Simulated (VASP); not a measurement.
# A VASP 6.6.1 single-point calculation on SnTe

INCAR

```
IBRION = -1
NELM = 94
ENCUT = 520
LASPH = .TRUE.
LREAL = .FALSE.
ISMEAR = 1
LWAVE = .FALSE.
ISIF = 2
IVDW = 21
GGA = AM
PREC = Accurate
LCHARG = .FALSE.
NBANDS = 17
SIGMA = 0.05
NSW = 0
EDIFF = 1E-7
```

KPOINTS

```
KPOINTS created by Atomic Simulation Environment
0
Gamma
8 8 8
0 0 0
```

POSCAR

```
Sn Te
 1.0000000000000000
     0.0000000000000000    3.1255437384999998    3.1959148668999999
     3.1255437384999998    0.0000000000000000    3.1959148668999999
     3.1255437384999998    3.1255437384999998    0.0000000000000000
 Sn  Te
   1   1
Cartesian
  0.0000000000000000  0.0000000000000000  0.0000000000000000
  3.1255437384999993  3.1255437384999993  3.1959148668999995
```

The recommended PBE PAW datasets give the neutral cell 20 valence electrons.

Command

```
mpirun -np 1 vasp_std
```

Standard output (part)

```
POSCAR found type information on POSCAR SnTe
 POSCAR found :  2 types and       2 ions
|     EEEEEEE  RRRRRR   RRRRRR   OOOOOOO  RRRRRR      ###     ###     ###     |
|     E        R     R  R     R  O     O  R     R     ###     ###     ###     |
|     E        R     R  R     R  O     O  R     R     ###     ###     ###     |
|     EEEEE    RRRRRR   RRRRRR   O     O  RRRRRR       #       #       #      |
|     E        R    R   R    R   O     O  R    R      ###     ###     ###     |
|     EEEEEEE  R     R  R     R  OOOOOOO  R     R     ###     ###     ###     |
|     vdw_forces_TS: ERROR unsupported xc-functional:                         |
|      please    define parameter VDW_SR for this functional                  |
|       ---->  I REFUSE TO CONTINUE WITH THIS SICK JOB ... BYE!!! <----       |
```

VASP stopped before the first electronic step.

The run took about 0.8 s on one core of a shared host (Intel Xeon Platinum 8488C).
